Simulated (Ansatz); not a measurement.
# Tetragonal AgI monolayer in a perpendicular field

What dipole does a perpendicular field induce in the tetragonal AgI monolayer, and does the gap follow? A positive field points along +c.

Method: plane-wave DFT, PBE-D3(BJ), Ansatz PAW, in Ansatz 0.2.0.

## 1. The structure

The cell holds 4 atoms: 2 I and 2 Ag. Cell: a = 4.600 Å, b = 4.600 Å, c = 37.555 Å, α = 90.0°, β = 90.0°, γ = 90.0°. Vacuum lies along c.

## 2. Relaxation

The starting cell is a guess, so the in-plane lattice and the atoms are relaxed first, with the slab cut off from its images along the normal.

Contents of input.yaml:

```yaml
crystal:
  lattice:
    - [4.6, 0.0, 0.0]
    - [0.0, 4.6, 0.0]
    - [0.0, 0.0, 37.5547234889]
  atoms:
    - { symbol: I, position: [0.5, 0.0, 0.4566669225] }
    - { symbol: Ag, position: [0.0, 0.0, 0.5] }
    - { symbol: Ag, position: [0.5, 0.5, 0.5] }
    - { symbol: I, position: [0.0, 0.5, 0.5433330775] }
  periodic: [true, true, false]
kpoints:
  mp_grid: { grid: [8, 8, 1] }
hamiltonian:
  xc: pbe
  dispersion: d3bj
scf:
  occupations: { method: fermi_dirac, width: 0.05 }
  convergence: { dr2_threshold: 1.0e-09 }
relax:
  f_tol: 0.004
  max_steps: 90
  cell: {}
output:
  write_potential: true
  write_density: true
  volumetric_format: npy
```

Run with:

```bash
> ansatz run input.yaml --threads 2 --pin off --max-ram 3072MiB --backend cpu --events-out ev --progress --plain --runs-dir out
```

Numbers of over 12 decimals in the logs are rounded to 6 here.

The log of the run:

```text
Warning: relax.cell: scf.convergence.dr2_threshold = 1e-9 eV is looser than the 2.27676730947e-10 eV advised for a relaxation that steers and ends on the stress (1e-10 eV for each atom of the cell: 4, times the square of relax.cell.stress_2d_tol = 0.05 N/m over 13.3 Å (the atoms' height at the walk's start and 5 Å past either face), 3.772e-2 GPa, over a crystal's default 0.05). What an SCF threshold leaves in a stress goes as its square root, and in the free energy as the threshold itself, and one threshold admits the most on a small cell: [figures from the program's tests cut] Set scf.convergence.dr2_threshold to 2.27676730947e-10 eV or tighter. [rest of the remark cut]
Engine: ansatz 0.2.0, x86_64-unknown-linux-gnu
Pseudopotentials: kind: paw
Pseudopotential: I, paw, valence charge 17, recommended cutoff 420 eV (normal), I.paw.azcp
Pseudopotential: Ag, paw, valence charge 19, recommended cutoff 420 eV (normal), Ag.paw.azcp
Functional definition: PBE
  parameter kappa = 0.804
  parameter beta = 0.066725
  exchange = pbe_x(kappa = kappa, mu = beta*pi^2/3)
  correlation = pbe_c(beta = beta)
Crystal: 4 atoms, lattice volume = 794.658 Å³
Basis set: ecut = 420 eV, 15541 PW (Γ), exchange–correlation on 64×64×512 points (8 copies of the dense FFT grid, shifted against one another)
Bands: 44, of which v1, the nominal top of the filled ones, is band 36 counted from 1 (35 counted from 0)
Symmetry: 16 space group operations
Space group: P4/nmm (ITA 129), of the structure as read, at distance tolerance 9.3e-5 Å
k-points: 15 of 64
Non-local potential: I, projectors of the file, l = 0: 2, l = 1: 2, l = 2: 2, l = 3: 2
Non-local potential: Ag, projectors of the file, l = 0: 3, l = 1: 2, l = 2: 2, l = 3: 1
PAW form: soft (Blöchl's): semilocal exchange-correlation on the pseudo side does not see the compensation charge
PAW one-centre angular grid: I, 590 points (default); XC on 64 Gauss nodes
PAW one-centre angular grid: Ag, 590 points (default); XC on 64 Gauss nodes
Initial density: superposition of atomic densities (neutral atoms: chi_scale 0, normalization atom), corrected by the library's trained network
Initial wavefunctions: pseudopotential atomic-orbital guess
Functional: x = pbe(κ = 0.804, μ = 0.219515), c = pbe(β = 0.066725)
SCF iter   1: F=—  HF=-30208.737385 eV  |F-HF|=—  |Δ(HF+E_count)|=         —  Δρ=6.42e-4  dr2=4.17e-3  ethr=1.77e-3  ⟨swp⟩=18.9  Hψ=4618  notcnv=0  defer=5
preconditioner: auto → Resta (q_TF=auto, 1.828 Å⁻¹)  ε∞=1.7  [insulator: Δε(μ)=2.348 eV  Ē_g=9.317 eV  σ=0.050 eV  W_gap=1.00  n_scr=80 (ndim 8)  ℏωp=7.9 eV  f_vac=0.827  D(μ)=0.00/eV (n_scr^D=0)  ε∞_Penn≈1.7  vacuum switching on, ρ_ref=6.3e-3 e/Å³]
SCF iter   2: F=—  HF=-30208.741454 eV  |F-HF|=—  |Δ(HF+E_count)|=   4.07e-3  Δρ=3.83e-4  dr2=9.69e-4  ethr=5.79e-6  ⟨swp⟩=4.0  Hψ=1832  notcnv=0  defer=44
SCF iter   3: F=—  HF=-30208.741624 eV  |F-HF|=—  |Δ(HF+E_count)|=   1.70e-4  Δρ=1.60e-4  dr2=1.92e-4  ethr=1.35e-6  ⟨swp⟩=2.7  Hψ=1247  notcnv=0  defer=44
SCF iter   4: F=—  HF=-30208.741733 eV  |F-HF|=—  |Δ(HF+E_count)|=   1.09e-4  Δρ=3.46e-5  dr2=1.55e-5  ethr=2.67e-7  ⟨swp⟩=3.1  Hψ=1119  notcnv=0  defer=44
SCF iter   5: F=—  HF=-30208.741742 eV  |F-HF|=—  |Δ(HF+E_count)|=   9.65e-6  Δρ=1.47e-5  dr2=5.68e-6  ethr=2.16e-8  ⟨swp⟩=3.3  Hψ=1466  notcnv=0  defer=44
SCF iter   6: F=—  HF=-30208.741727 eV  |F-HF|=—  |Δ(HF+E_count)|=   1.58e-5  Δρ=4.45e-6  dr2=1.37e-7  ethr=7.89e-9  ⟨swp⟩=3.9  Hψ=1348  notcnv=0  defer=49
SCF iter   7: F=—  HF=-30208.741728 eV  |F-HF|=—  |Δ(HF+E_count)|=   9.94e-7  Δρ=9.90e-7  dr2=7.12e-9  ethr=1.90e-10  ⟨swp⟩=3.3  Hψ=1208  notcnv=0  defer=49
SCF iter   8: F=-30208.741728 eV  HF=-30208.741728 eV  |F-HF|=8.49e-9  |Δ(HF+E_count)|=   4.87e-8  Δρ=2.64e-7  dr2=4.54e-10  ethr=1.39e-12  ⟨swp⟩=11.3  Hψ=4538  notcnv=0
SCF 1 converged in 8 iterations: F = -30208.741728 eV  dr2 = 4.54e-10
  greatest PAW one-centre occupation: 1.000 electrons in one spin orbital (limit 2), on the Ag atom at site 2 (counted from 0), in its partial waves of l = 0
relax step   1: F+E_penalty+E_count = -30208.74172762 eV  Δ(F+E_penalty+E_count) = +0.000e0 eV  max|allowed force component| = 8.292e-1 eV/Å  Δτ_max = 0.0000 Å  P = +0.983 N/m  Ω = 794.658 Å³  fix = [c, alpha, beta]  reactions: c +0.000 N/m  (8 SCF iters, accepted)
Crystal: 4 atoms, lattice volume = 793.825 Å³
Initial density: handed on by an earlier stage of this run
Initial wavefunctions: those handed on with the density
iter 1 solved again at ethr=5.07e-5 eV; its pass at ethr=3.10e-3 eV (dr2=3.65e-2 eV) is discarded
SCF iter   1: F=—  HF=-30208.854207 eV  |F-HF|=—  |Δ(HF+E_count)|=         —  Δρ=2.71e-3  dr2=2.44e-2  ethr=5.07e-5  ⟨swp⟩=3.7  Hψ=4076  notcnv=0
preconditioner: auto → Resta (q_TF=auto, 1.829 Å⁻¹)  ε∞=1.8  [insulator: Δε(μ)=2.242 eV  Ē_g=9.014 eV  σ=0.050 eV  W_gap=1.00  n_scr=80 (ndim 8)  ℏωp=7.9 eV  f_vac=0.817  D(μ)=0.00/eV (n_scr^D=0)  ε∞_Penn≈1.8  vacuum switching on, ρ_ref=5.9e-3 e/Å³]
SCF iter   2: F=—  HF=-30208.851837 eV  |F-HF|=—  |Δ(HF+E_count)|=   2.37e-3  Δρ=1.35e-3  dr2=4.63e-3  ethr=3.39e-5  ⟨swp⟩=2.2  Hψ=848  notcnv=0
SCF iter   3: F=—  HF=-30208.852487 eV  |F-HF|=—  |Δ(HF+E_count)|=   6.50e-4  Δρ=2.67e-4  dr2=4.20e-4  ethr=6.43e-6  ⟨swp⟩=2.4  Hψ=1138  notcnv=0
SCF iter   4: F=—  HF=-30208.852505 eV  |F-HF|=—  |Δ(HF+E_count)|=   1.79e-5  Δρ=6.03e-5  dr2=3.36e-5  ethr=5.84e-7  ⟨swp⟩=3.0  Hψ=1193  notcnv=0
SCF iter   5: F=—  HF=-30208.852512 eV  |F-HF|=—  |Δ(HF+E_count)|=   7.67e-6  Δρ=3.87e-5  dr2=1.67e-5  ethr=4.67e-8  ⟨swp⟩=3.9  Hψ=1573  notcnv=0
SCF iter   6: F=—  HF=-30208.852516 eV  |F-HF|=—  |Δ(HF+E_count)|=   3.79e-6  Δρ=8.29e-6  dr2=5.06e-7  ethr=2.32e-8  ⟨swp⟩=2.9  Hψ=1047  notcnv=0
SCF iter   7: F=—  HF=-30208.852492 eV  |F-HF|=—  |Δ(HF+E_count)|=   2.43e-5  Δρ=2.86e-6  dr2=5.87e-8  ethr=7.02e-10  ⟨swp⟩=3.3  Hψ=1518  notcnv=0
SCF iter   8: F=—  HF=-30208.852492 eV  |F-HF|=—  |Δ(HF+E_count)|=   5.16e-8  Δρ=5.30e-7  dr2=2.70e-9  ethr=8.15e-11  ⟨swp⟩=3.1  Hψ=1223  notcnv=0
SCF iter   9: F=-30208.852492 eV  HF=-30208.852492 eV  |F-HF|=1.09e-10  |Δ(HF+E_count)|=   7.94e-9  Δρ=1.25e-7  dr2=7.48e-11  ethr=1.39e-12  ⟨swp⟩=11.0  Hψ=4324  notcnv=0
SCF 2 converged in 9 iterations: F = -30208.852492 eV  dr2 = 7.48e-11
relax step   2: F+E_penalty+E_count = -30208.85249185 eV  Δ(F+E_penalty+E_count) = -1.108e-1 eV  max|allowed force component| = 2.165e-1 eV/Å  Δτ_max = 0.1976 Å  P = -1.258 N/m  Ω = 793.825 Å³  energy of the carried Pulay correction = +2.848e-5 eV  fix = [c, alpha, beta]  reactions: c +0.000 N/m  (9 SCF iters, accepted)
Crystal: 4 atoms, lattice volume = 778.646 Å³
[...]
relax step   4: F+E_penalty+E_count = -30208.92271729 eV  Δ(F+E_penalty+E_count) = -3.995e-2 eV  max|allowed force component| = 1.839e-1 eV/Å  Δτ_max = 0.0353 Å  P = -0.008 N/m  Ω = 733.120 Å³  energy of the carried Pulay correction = +2.240e-3 eV  fix = [c, alpha, beta]  reactions: c +0.000 N/m  (8 SCF iters, accepted)
[...]
relax step   5: F+E_penalty+E_count = -30208.93890433 eV  Δ(F+E_penalty+E_count) = -1.619e-2 eV  max|allowed force component| = 3.504e-2 eV/Å  Δτ_max = 0.0643 Å  P = -0.044 N/m  Ω = 710.632 Å³  energy of the carried Pulay correction = +3.134e-3 eV  fix = [c, alpha, beta]  reactions: c +0.000 N/m  (8 SCF iters, accepted)
[...]
relax step   6: F+E_penalty+E_count = -30208.93995464 eV  Δ(F+E_penalty+E_count) = -1.050e-3 eV  max|allowed force component| = 1.012e-2 eV/Å  Δτ_max = 0.0125 Å  P = -0.027 N/m  Ω = 705.787 Å³  energy of the carried Pulay correction = +3.333e-3 eV  fix = [c, alpha, beta]  reactions: c +0.000 N/m  (7 SCF iters, accepted)
[...]
relax step   7: F+E_penalty+E_count = -30208.94023850 eV  Δ(F+E_penalty+E_count) = -2.839e-4 eV  max|allowed force component| = 6.534e-4 eV/Å  Δτ_max = 0.0074 Å  P = +0.004 N/m  Ω = 702.379 Å³  energy of the carried Pulay correction = +3.474e-3 eV  fix = [c, alpha, beta]  reactions: c +0.000 N/m  (6 SCF iters, accepted)
Basis set: ecut = 420 eV, 13717 PW (Γ), exchange–correlation on 60×60×512 points (8 copies of the dense FFT grid, shifted against one another)
Initial wavefunctions: pseudopotential atomic-orbital guess (no wavefunctions were taken with the density)
iter 1 solved again at ethr=2.21e-6 eV; its pass at ethr=3.10e-3 eV (dr2=1.59e-3 eV) is discarded
SCF iter   1: F=—  HF=-30208.937147 eV  |F-HF|=—  |Δ(HF+E_count)|=         —  Δρ=9.32e-5  dr2=9.01e-6  ethr=2.21e-6  ⟨swp⟩=5.5  Hψ=6986  notcnv=0
eigensolver tolerance schedule: the retry pair's looser diagonalisation over-reported the residual by 175.96 of it (diagonalisation noise at 0.14 of the residual, at the tolerance the schedule requests for it); recorded, not acted on — ethr = c·dr2/N_el stays at c = 1.0e-1
preconditioner: auto → Resta (q_TF=auto, 1.866 Å⁻¹)  ε∞=1.8  [insulator: Δε(μ)=2.065 eV  Ē_g=9.274 eV  σ=0.050 eV  W_gap=1.00  n_scr=82 (ndim 8)  ℏωp=8.4 eV  f_vac=0.807  D(μ)=0.00/eV (n_scr^D=0)  ε∞_Penn≈1.8  vacuum switching on, ρ_ref=6.2e-3 e/Å³]
SCF iter   2: F=—  HF=-30208.937158 eV  |F-HF|=—  |Δ(HF+E_count)|=   1.16e-5  Δρ=4.49e-5  dr2=3.13e-6  ethr=1.25e-8  ⟨swp⟩=3.3  Hψ=1488  notcnv=0
SCF iter   3: F=—  HF=-30208.937004 eV  |F-HF|=—  |Δ(HF+E_count)|=   1.54e-4  Δρ=1.81e-5  dr2=5.66e-7  ethr=4.35e-9  ⟨swp⟩=3.1  Hψ=1111  notcnv=0
SCF iter   4: F=—  HF=-30208.937005 eV  |F-HF|=—  |Δ(HF+E_count)|=   5.35e-7  Δρ=2.98e-6  dr2=9.48e-8  ethr=7.87e-10  ⟨swp⟩=2.9  Hψ=1443  notcnv=0
SCF iter   5: F=—  HF=-30208.937005 eV  |F-HF|=—  |Δ(HF+E_count)|=   2.41e-9  Δρ=1.14e-6  dr2=2.05e-9  ethr=1.32e-10  ⟨swp⟩=3.2  Hψ=1163  notcnv=0
SCF iter   6: F=-30208.937005 eV  HF=-30208.937005 eV  |F-HF|=3.49e-10  |Δ(HF+E_count)|=   5.09e-9  Δρ=1.92e-7  dr2=9.74e-11  ethr=1.39e-12  ⟨swp⟩=24.0  Hψ=5304  notcnv=0
the search or the solves at the SCF's close seem to have found levels that the self-consistency loop had missed (the run counts 1). By its estimate they hold under 1e-12 electrons; where the run keeps them, the occupations were computed again with them
SCF 8 converged in 6 iterations: F = -30208.937005 eV  dr2 = 9.74e-11
relax step   8: F+E_penalty+E_count = -30208.93700456 eV  Δ(F+E_penalty+E_count) = +3.234e-3 eV  max|allowed force component| = 1.128e-3 eV/Å  Δτ_max = 0.0000 Å  P = -0.003 N/m  Ω = 702.379 Å³  fix = [c, alpha, beta]  reactions: c +0.000 N/m  stress off target by 2.55e-3 N/m on what of the cell is left free  SCF on the basis re-selected at this cell (its energy is not comparable with the rows above)  (6 SCF iters)
basis re-selected at this cell: Δ(F+E_penalty+E_count) = +3.234e-3 eV, ΔP = -0.007 N/m vs the last step (what re-selecting the basis moved, of the pressure what is left beyond the Pulay correction that the steps carried, after the strain that the cell walked since its last selection, with what the two solves' SCF thresholds leave and, on support functions, any second-order correction that the steps lacked; it is no measure of the basis error at this ecutwfc). The dense FFT grid was sized anew with the basis: this SCF ran on 30×30×256 points, the steps before it on 32×32×256, so part of this shift can come from that change (see relax.cell in the input reference). [rest of the remark cut]
WARN: The output density's exchange-correlation potential varies sharply where the density is thin. Do not read a vacuum level from v_tot or v_xc, or from such a field of the output density. On a cell that repeats whose density bears no net charge and no dipole along the vacuum's axis use v_es (v_loc + v_h of the components); under efield.dipole_correction with no amplitude use v_es + v_field, which holds any externa [...]
SCF converged after 6 iterations
Free energy (F): -30208.937005 eV
Harris-Foulkes:  -30208.937005 eV  (|F-HF|=3.49e-10)
Internal energy: -30208.937005 eV  (E = F + TS)
E sigma→0 (E₀):  -30208.937005 eV
Fermi energy:    -4.540757 eV
--- Per-component energies (eV) ---
  E_band       = -2439.594754
  E_kinetic    = 1432.857991
  E_local      = -204963.093820  (includes V_loc(G=0)·N_el)
  E_nonlocal   = -17.353836
  E_hartree    = 101746.557736
  E_xc         = -623.305198
  E_vxc        = -723.450123  (∫ρ·V_xc dr)
  E_paw        = -17440.309809  (= ΣΔE_a)
  E_vpaw       = -1661.671054  (= ΣTr[D̂ρ^β])
  E_aug_tail   = 0.000550  (compensation charges beyond the density's cutoff)
  E_ewald      = 89656.773111
  E_disp       = -1.063728  (pairwise vdW)
  E_smearing   = -0.000000  (= −TS)
  E_closure    = -0.000000  (closes the sum)
  Σ components = -30208.937005   (vs F -30208.937005, Δ=0.00e0)
--- Forces (eV/Å), atoms counted from 1 ---
  atom   1  I      0.00000000     0.00000000    -0.00112758
  atom   2  Ag     0.00000000     0.00000000     0.00000000
  atom   3  Ag     0.00000000     0.00000000     0.00000000
  atom   4  I      0.00000000     0.00000000     0.00112758
  max |Σ_I F_I| component: 0.00e0 eV/Å
--- 2D stress c σ (N/m, compression-positive) ---
       -0.002551       0.000000       0.000000
        0.000000      -0.002551       0.000000
        0.000000       0.000000       0.000000
  P = ½ c Tr σ = -0.0026 N/m
--- Band table (eV; the first three rows and the last of 15) ---
  k-point 0: bands = [... 32 lower, -6.7973, -6.7011, -5.6231, -5.6231, -3.5586, -1.4252 (-1.4252°), -0.8348 (-0.8348°), -0.2475 (-0.2498°), ... 4 higher]
  k-point 1: bands = [... 32 lower, -6.6406, -6.6202, -5.8927, -5.6312, -3.3140, -1.3176 (-1.3176°), -0.9008 (-0.9008°), -0.2455 (-0.2461°), ... 4 higher]
  k-point 2: bands = [... 32 lower, -6.5266, -6.3650, -6.3149, -5.6640, -2.9045, -1.9569, -0.4739 (-0.4739°), 0.0762 (0.0757°), ... 4 higher]
  k-point 14: bands = [... 32 lower, -7.3430, -7.3430, -6.9633, -6.9633, -1.6655, -1.6655, -1.5843, -1.5843, ... 4 higher]
  ° read free of the cell's end (the report's vacuum.weakly_bound_levels)
--- Relaxed structure (7 steps of the walk, 7 accepted, 1 SCFs on fresh bases) ---
  F+E_penalty+E_count = -30208.93700456 eV   max|allowed force component| = 1.128e-3 eV/Å   (the final SCF, on the basis selected at the relaxed cell)
  cell:  # Å, volume = 702.3788 Å³
    - [4.324675, 0, 0.0]
    - [0, 4.324675, 0.0]
    - [0.0, 0.0, 37.5547234889]
  atoms:
    - { symbol: I, position: [0.500000, 0, 0.448568] }
    - { symbol: Ag, position: [0, 0, 0.500000] }
    - { symbol: Ag, position: [0.500000, 0.500000, 0.500000] }
    - { symbol: I, position: [0, 0.500000, 0.551432] }
```

Run time: 2.4 min. Hardware: 2 threads of Intel Xeon Platinum 8375C at 2.90GHz (Ice Lake), shared host; peak memory 1.2 GiB.

Step by step:

| step | energy less that of the first step (eV) | largest force component (eV/Å) | volume (Å³) |
| --- | --- | --- | --- |
| 1 | 0.0000 | 0.8292 | 794.66 |
| 2 | -0.1108 | 0.2165 | 793.82 |
| 3 | -0.1410 | 0.0383 | 778.65 |
| 4 | -0.1810 | 0.1839 | 733.12 |
| 5 | -0.1972 | 0.0350 | 710.63 |
| 6 | -0.1982 | 0.0101 | 705.79 |
| 7 | -0.1985 | 0.0007 | 702.38 |
| 8* | -0.1953 | 0.0011 | 702.38 |

Relaxation steps marked * repeat the geometry before them on a plane-wave basis chosen anew for their cell, so energy and pressure can jump there.

The run keeps the 16 symmetry operations that it works with, so distortions that break them were not tested.

| cell as run | before | after | change |
| --- | --- | --- | --- |
| a (Å) | 4.600 | 4.325 | -6.0 % |
| b (Å) | 4.600 | 4.325 | -6.0 % |

The atoms that moved most (Å, along periodic axes as changes of fractional coordinates times the final cell, across vacuum about the mean position):

| atom | dx | dy | dz | length |
| --- | --- | --- | --- | --- |
| I4 | 0.000 | 0.000 | 0.304 | 0.304 |
| I1 | 0.000 | 0.000 | -0.304 | 0.304 |

Final coordinates:

```xyz
4
Lattice="4.3247 0.0000 0.0000 0.0000 4.3247 0.0000 0.0000 0.0000 37.5547" Properties=species:S:1:pos:R:3
I     2.1623    0.0000   16.8458
Ag    0.0000    0.0000   18.7774
Ag    2.1623    2.1623   18.7774
I     0.0000    2.1623   20.7089
```

Numbers from this step:

* gap on the k-mesh: 2.064 eV

The lattice constant a goes from 4.600 to 4.325 Å.

(Continued in part 2 of 2.)

[Logs are printed without paths, hosts, clocks, repeated set-up lines and the standing remarks that a program may print on its own settings, such as how far it seeks lower states.]

[Hosts, paths, dates, database ids (printed as entryN), source tags and the programs' standing remarks are cut or masked in the printed files.]

[Maps of the electrostatic potential energy from Ansatz leave out the sawtooth potential of an applied field or a dipole correction, so their vacuum need not be flat; planar profiles and work functions include it.]
